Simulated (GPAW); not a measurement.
A calculation with GPAW 26.7.0 of Nb (native input, structure from a P1 CIF):

Contents of run.py:

```python
from ase.io import read
from gpaw import PW
from gpaw.dft import DFT

atoms = read('Nb.cif')

dft = DFT(atoms,
          mode=PW(600),
          xc='PBE',
          kpts={'size': (10, 10, 10), 'gamma': True},
          occupations={'name': 'fermi-dirac', 'width': 0.05},
          nbands=15,
          convergence={'density': 1e-05, 'energy': 1e-05},
          maxiter=150,
          txt='gpaw.txt')
print(f'Energy: {dft.calculate_energy():.6f} eV')
print('Forces (eV/A):')
print(dft.calculate_forces().round(4))
print('Stress (eV/A^3):', dft.calculate_stress().round(6))
dft.write_gpw_file('gs.gpw')
```

File Nb.cif:

```cif
data_Nb
_cell_length_a 2.71964000
_cell_length_b 2.71964000
_cell_length_c 2.71964000
_cell_angle_alpha 90.00000000
_cell_angle_beta 90.00000000
_cell_angle_gamma 90.00000000
_space_group_name_H-M_alt 'P1'
_space_group_name_Hall 'P 1'
_space_group_IT_number 1
loop_
_space_group_symop_operation_xyz
'x,y,z'
loop_
_atom_site_label
_atom_site_type_symbol
_atom_site_symmetry_multiplicity
_atom_site_Wyckoff_symbol
_atom_site_fract_x
_atom_site_fract_y
_atom_site_fract_z
_atom_site_occupancy
Nb1 Nb 1 a 0.5000000000 0.5000000000 0.5000000000 1
```

Potentials or basis: GPAW PAW data sets (gpaw-data 1.2.1), pw.

Command:

```bash
$ OMP_NUM_THREADS=1 python run.py
```

The cell was built by a generator and needn't be a form met in nature.

Problem. Write the same calculation in another form: ASE script, structure typed inline.

Solution. As run:

run.py

```python
from ase import Atoms
from ase.dft.bandgap import bandgap
from ase.io import write
from ase.units import GPa
from gpaw import GPAW, PW

atoms = Atoms(['Nb'],
              cell=[[2.71964, 0.0, 0.0],
                    [0.0, 2.71964, 0.0],
                    [0.0, 0.0, 2.71964]],
              scaled_positions=[[0.5, 0.5, 0.5]],
              pbc=True)

calc = GPAW(mode=PW(600),
            xc='PBE',
            kpts={'size': (10, 10, 10), 'gamma': True},
            occupations={'name': 'fermi-dirac', 'width': 0.05},
            nbands=15,
            convergence={'density': 1e-05, 'energy': 1e-05},
            maxiter=150,
            txt='gpaw.txt')
atoms.calc = calc
energy = atoms.get_potential_energy()
forces = atoms.get_forces()
stress = atoms.get_stress()
calc.write('gs.gpw')
write('result.traj', atoms)
print(f'Energy: {energy:.6f} eV')
print('Forces (eV/A):')
print(forces.round(4))
print('Stress (GPa):', (stress / GPa).round(3))
print('Fermi level:', round(calc.get_fermi_level(), 4), 'eV')
print(f'Gap: {bandgap(calc)[0]:.4f} eV, direct: {bandgap(calc, direct=True)[0]:.4f} eV')
```

Potentials or basis: GPAW PAW data sets (gpaw-data 1.2.1), pw.

Launch:

```sh
$ OMP_NUM_THREADS=1 python run.py
```

Both were run:

|  | native input, structure from a P1 CIF | ASE script, structure typed inline |
| --- | --- | --- |
| Pressure | -0.1 GPa | -0.1 GPa |
| Band gap on the k mesh | none (metal or under the smearing width) | none (metal or under the smearing width) |

Keys that steer only the numerical path or the files written may differ.
